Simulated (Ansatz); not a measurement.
# CuO (Cc) in Ansatz: a series of runs, part 2 of 2

Ansatz 0.2.0.

### Step 4. Relaxation of cell and atoms, PBE+U

input.yaml reads:

```yaml
crystal:
  lattice:
    - [2.34464976, -1.71339982, 0.0]
    - [2.34464976, 1.71339982, 0.0]
    - [-0.86054991, 0.0, 5.05943948]
  atoms:
    - { symbol: Cu, position: [0.0032, 0.4968, 0.0] }
    - { symbol: Cu, position: [0.4968, 0.0032, 0.5] }
    - { symbol: O, position: [0.5714, 0.4056, 0.2537] }
    - { symbol: O, position: [0.4056, 0.5714, 0.7537] }
hamiltonian:
  xc: pbe
  pseudopotentials: { kind: paw }
  hubbard: { sites: [{ species: Cu, l: d, u_eff: 4.5 }] }
kpoints:
  mp_grid: { grid: [10, 10, 5] }
scf:
  occupations: { method: fermi_dirac, width: 0.05 }
output:
  forces: true
  stress: true
  eigenvalues: true
  write_density: true
  write_potential: true
  elf: true
  volumetric_format: npy
relax:
  f_tol: 0.01
  max_steps: 40
  cell: { stress_tol: 0.05 }
```

Potentials or basis: Ansatz PAW.

Started as:

```sh
$ ansatz run input.yaml --threads 2 --pin off --max-ram 5632MiB --backend cpu --events-out ev --progress --plain --runs-dir out
```

The program printed:

```text
Warning: RAYON_NUM_THREADS=2 ignored (pool sized by the plan → 2); use --threads N
Cu: projections on atomic orbitals take those of the free atom [Ne] 3s2 3p6 3d10 4s1, of charge +0.00 (hamiltonian.pseudopotentials.projection_atoms); the dataset's partial waves leave at most 2.0e-6 of an orbital's norm unspanned inside its sphere
O: projections on atomic orbitals take those of the free atom [He] 2s2 2p4, of charge +0.00 (hamiltonian.pseudopotentials.projection_atoms); the dataset's partial waves leave at most 1.9e-8 of an orbital's norm unspanned inside its sphere
Engine: ansatz 0.2.0, aarch64-unknown-linux-gnu
Pseudopotentials: kind: paw
Pseudopotential: Cu, paw, valence charge 19, recommended cutoff 420 eV (normal), Cu.paw.azcp
Pseudopotential: O, paw, valence charge 6, recommended cutoff 420 eV (normal), O.paw.azcp
Functional definition: PBE
  parameter kappa = 0.804
  parameter beta = 0.06672455060314922
  exchange = pbe_x(kappa = kappa, mu = beta*pi^2/3)
  correlation = pbe_c(beta = beta)
Crystal: 4 atoms, lattice volume = 40.651 Å³
[... 352 lines left out ...]
  atom   3  O      0.00012547     0.00091061    -0.00000158
  atom   4  O      0.00012547    -0.00091061    -0.00000158
  max |Σ_I F_I| component: 1.67e-7 eV/Å
--- Stress (GPa, compression-positive) ---
       -0.016850      -0.000000      -0.008301
       -0.000000       0.019670      -0.000000
       -0.008301      -0.000000      -0.003254
  P = ⅓ Tr σ = -0.0001 GPa (-0.001 kbar)
--- Band table (eV; the first three rows and the last of 141) ---
  k-point 0: bands = ["-101.7230", "-101.7223", "-59.2157", "-59.2157", "-59.2049", "-59.1998", "-58.9047", "-58.9047", "-9.4370", "-8.1372", "1.9454", "4.3842", "4.3911", "5.2780", "5.4996", "5.7686", "6.3148", "6.4081", "6.4149", "6.4189", "6.8452", "6.8457", "7.2848", "7.8493", "10.5680", "10.5770", "11.4886", "16.3813", "17.4774", "23.4350"]
  k-point 1: bands = ["-101.7228", "-101.7224", "-59.2158", "-59.2157", "-59.2044", "-59.2003", "-58.9047", "-58.9047", "-9.3319", "-8.2862", "2.2999", "4.4308", "4.4368", "5.1689", "5.5247", "5.6485", "5.9889", "5.9898", "6.3236", "6.3991", "7.2082", "7.3504", "7.3535", "7.4531", "10.4114", "10.4193", "12.0247", "15.3689", "18.8059", "23.5653"]
  k-point 2: bands = ["-101.7226", "-101.7224", "-59.2158", "-59.2158", "-59.2032", "-59.2016", "-58.9047", "-58.9047", "-9.0416", "-8.6456", "3.2358", "4.4010", "4.5269", "4.5296", "5.5718", "5.5878", "5.6115", "5.6118", "6.3469", "6.3757", "7.0555", "7.0578", "7.8859", "7.8881", "10.1104", "10.1142", "13.0638", "14.1788", "20.8175", "22.8616"]
  k-point 140: bands = ["-101.7215", "-101.7215", "-59.2260", "-59.2252", "-59.2006", "-59.2006", "-58.9127", "-58.9123", "-8.2416", "-8.1333", "3.7398", "3.7490", "4.4161", "4.4239", "4.7294", "4.7460", "5.6497", "5.9087", "6.3809", "6.3812", "7.3514", "7.3552", "7.8121", "7.8168", "8.8941", "9.7980", "13.8256", "15.1339", "20.4775", "20.5010"]
Occupation matrices written to <dir>
--- Relaxed structure (19 steps of the walk, 19 accepted, 6 SCFs on fresh bases) ---
  F+E_penalty+E_count = -14380.56953923 eV   max|allowed force component| = 9.106e-4 eV/Å   (the final SCF, on the basis selected at the relaxed cell)
  cell:  # Å, volume = 45.5586 Å³
    - [2.0956856554052736, -2.0947644748553857, 0.16653985207284386]
    - [2.0956856554052736, 2.0947644748553857, 0.16653985207284386]
    - [-0.4098026988801063, 0.0, 5.156377193248924]
  atoms:
    - { symbol: Cu, position: [-0.005752280691183094, 0.4942585718076514, 0.0018499021144047847] }
    - { symbol: Cu, position: [0.4942585718076515, -0.005752280691183047, 0.501849902114405] }
    - { symbol: O, position: [0.4942916030129704, 0.49420210587056107, 0.2518500978855952] }
    - { symbol: O, position: [0.49420210587056124, 0.4942916030129706, 0.7518500978855953] }
```

v_z.tsv:

```text
# z_ang	v_es[eV]	v_tot[eV]
# format = ansatz-planar-average/11
# xc	pbe
# density_cutoff_ev	1680
# datasets	Cu=:simpson_from_first_knot:soft	O=:simpson_from_first_knot:soft
# lattice	2.095685655	-2.094764475	0.166539852
# lattice	2.095685655	2.094764475	0.166539852
# lattice	-0.409802699	0.000000000	5.156377193
# sites	4
# site	29	1.022997532	1.047404971	0.090894559
# site	29	0.818096183	-1.047404971	2.669083155
# site	8	1.968363236	-0.000187475	1.463257697
# site	8	1.763461887	0.000187475	4.041446294
0.000000	5.093891e-1	-1.068007e1
0.143684	8.522625e-1	-1.020849e1
0.287369	2.014088e0	-8.764986e0
0.431053	3.948494e0	-6.561262e0
0.574737	6.291793e0	-4.072330e0
0.718422	7.676042e0	-2.736387e0
[... 28 lines left out ...]
4.885267	2.227319e0	-8.513257e0
5.028952	9.601906e-1	-1.006659e1
```

It took 4.6 min on 2 threads of Arm Neoverse V2, shared host; peak memory 0.52 GiB.

Results:

```
Free energy                            : -14380.5695 eV
Relaxed volume                         : 11.39 Å³/atom
Relaxed cell                           : a = 2.968 Å, b = 2.968 Å, c = 5.173 Å, α = 90.00°, β = 90.00°, γ = 89.79°
Space group after relaxing (to 0.05 Å) : P4_2/mmc (No. 131)
Energy gained by relaxing              : 55.1 meV/atom
Ionic steps                            : 25
Pressure after relaxing                : 0.0 GPa
Band gap on the k mesh                 : none (metal or under the smearing width)
```

Step by step:
```csv
step,energy change (eV),largest force (eV/Å),volume (Å³)
1,0.0000,0.8266,40.65
2,-0.0712,0.5973,42.09
3,-0.1225,0.1718,43.12
4,-0.1362,0.0294,44.12
5,-0.1377,0.0080,44.02
6,-0.1377,0.0005,44.07
7,-0.1779,0.0010,44.07
8,-0.1936,0.0066,44.79
9,-0.1959,0.0289,45.31
10,-0.1971,0.0023,45.17
11,-0.1968,0.0062,45.24
12,-0.1970,0.0007,45.20
13,-0.1970,0.0001,45.21
14,-0.2112,0.0021,45.21
15,-0.2153,0.0010,45.41
16,-0.2149,0.0001,45.60
17,-0.2157,0.0004,45.49
18,-0.2191,0.0008,45.49
19,-0.2198,0.0035,45.53
20,-0.2198,0.0023,45.55
21,-0.2204,0.0023,45.55
22,-0.2205,0.0003,45.56
23,-0.2206,0.0003,45.56
24,-0.2206,0.0010,45.56
25,-0.2206,0.0009,45.56
```

Final structure:
```xyz
4
Lattice="2.0957 -2.0948 0.1665 2.0957 2.0948 0.1665 -0.4098 0.0000 5.1564" Properties=species:S:1:pos:R:3 pbc="T T T"
Cu    1.0230    1.0474    0.0909
Cu    0.8181   -1.0474    2.6691
O     1.9684   -0.0002    1.4633
O     1.7635    0.0002    4.0414
```

Levels at points of the mesh, in eV from the Fermi level:
```csv
k point,band 22,band 23,band 24,band 25,band 26,band 27,band 28,band 29
"(0.00, 0.00, 0.00)",-3.02,-2.58,-2.01,0.71,0.72,1.63,6.52,7.62
"(0.00, -0.50, 0.00)",-2.47,-2.33,-1.78,0.30,0.55,4.30,6.18,6.79
"(-0.50, -0.50, 0.00)",-3.47,-1.81,-1.80,-1.80,1.20,2.73,7.72,10.18
```

Eigenvalues of the final occupation matrices:
```csv
site,spin,trace,eigenvalues
site 1,1,4.75,0.80 0.97 0.99 0.99 1.00
site 2,1,4.75,0.80 0.97 0.99 0.99 1.00
```

Caveat: the plane-wave basis is chosen anew once the cell has moved, so the energies of steps on either side of that aren't comparable; the pressure holds a Pulay correction of +0.6 GPa for the finite cutoff; the volume moved by +12 % from the deposited cell, more than functionals usually miss; the run has no spin polarisation, though such a crystal can be magnetic; U without spin polarisation on a metal has little footing. PBE usually gives volumes a little too large and moduli too small.

### Step 5. Single point, PBE

Edit input.yaml of step 4 so:

```diff
@@ -13,3 +13,2 @@
   pseudopotentials: { kind: paw }
-  hubbard: { sites: [{ species: Cu, l: d, u_eff: 4.5 }] }
 kpoints:
@@ -18,2 +17,4 @@
   occupations: { method: fermi_dirac, width: 0.05 }
+basis:
+  ecutwfc: "800 eV"
 output:
@@ -26,5 +27 @@
   volumetric_format: npy
-relax:
-  f_tol: 0.01
-  max_steps: 40
-  cell: { stress_tol: 0.05 }
```

Started as:

```sh
$ ansatz run input.yaml --threads 2 --pin off --max-ram 5632MiB --backend cpu --events-out ev --progress --plain --runs-dir out
```

Wall time 22 s (2 threads of Arm Neoverse V2, shared host); peak memory 0.57 GiB.

The run converged. Its results:

| Property | Result |
| --- | --- |
| Free energy | -14382.3404 eV |
| Pressure | 5.7 GPa |
| Largest force | 0.761 eV/Å |
| Band gap on the k mesh | none (metal or under the smearing width) |

Forces on the atoms (eV/Å):
```
Cu  -0.631  0.348  0.244
Cu  -0.631 -0.348  0.244
O    0.631  0.306 -0.244
O    0.631 -0.306 -0.244
```

Stress tensor (GPa, compression positive):
```
 5.48  0.00 -1.74
 0.00  6.67  0.00
-1.74  0.00  4.94
```

Levels at points of the mesh, in eV from the Fermi level:
```
             k point  band 21  band 22  band 23  band 24  band 25  band 26  band 27  band 28  band 29  band 30
  (0.00, 0.00, 0.00)    -2.31    -2.21    -2.13    -1.65     0.21     0.92     1.68     6.00     8.11    13.29
 (0.00, -0.50, 0.00)    -2.05    -1.59    -1.49    -1.39    -0.03     0.29     4.85     6.26     6.90    11.05
(-0.50, -0.50, 0.00)    -2.13    -2.11    -1.66    -1.21    -0.65     1.06     3.33     7.01     8.50     9.94
```

Caveat: the run has no spin polarisation, though such a crystal can be magnetic; semilocal functionals often make such compounds metallic where correlation or magnetic order opens a gap, which also shifts bond lengths. With open d or f shells a metallic result of PBE can be an artefact of self-interaction; +U or a hybrid may open a gap.

### Step 6. Summary

| task | level | U | cell | k mesh | cutoff (eV) | hubbard projectors | double counting | mesh quality | gap on the mesh (eV) | pressure (GPa) | relaxed volume (Å³/atom) | largest force (eV/Å) |
| --- | --- | --- | --- | --- | --- | --- | --- | --- | --- | --- | --- | --- |
| single point | PBE | - | as given | 6 × 6 × 3 | 420 | - | - | coarse | none | 5.8 | - | 0.74 |
| relaxation of cell and atoms | LDA+U | Cu d U = 5.3 eV | relaxed | 10 × 10 × 5 | 420 | ortho-atomic (the default) | fll (the default) | not flagged | none | 0.0 | 10.43 | - |
| relaxation of cell and atoms | PBE+U | Cu d U = 4.5 eV | relaxed | 10 × 10 × 5 | 420 | ortho-atomic (the default) | fll (the default) | not flagged | none | 0.0 | 11.39 | - |
| single point | PBE | - | as given | 10 × 10 × 5 | 800 | - | - | not flagged | none | 5.7 | - | 0.76 |

Alike in all rows: potentials or basis Ansatz PAW; no spin polarisation; smearing fermi-dirac 0.05 eV.

Caveats: some runs use coarse meshes; the run has no spin polarisation, though such a crystal can be magnetic; semilocal functionals often make such compounds metallic where correlation or magnetic order opens a gap, which also shifts bond lengths (some runs); the plane-wave basis is chosen anew once the cell has moved, so the energies of steps on either side of that aren't comparable (some runs); U without spin polarisation on a metal has little footing (some runs); the PAW data sets come from PBE, with cores solved anew for the run's functional, which leaves a small shift of forces and pressure (some runs); the volume moved by +12 % from the deposited cell, more than functionals usually miss (some runs).

Absolute energies hang on the potentials; compare differences alone.
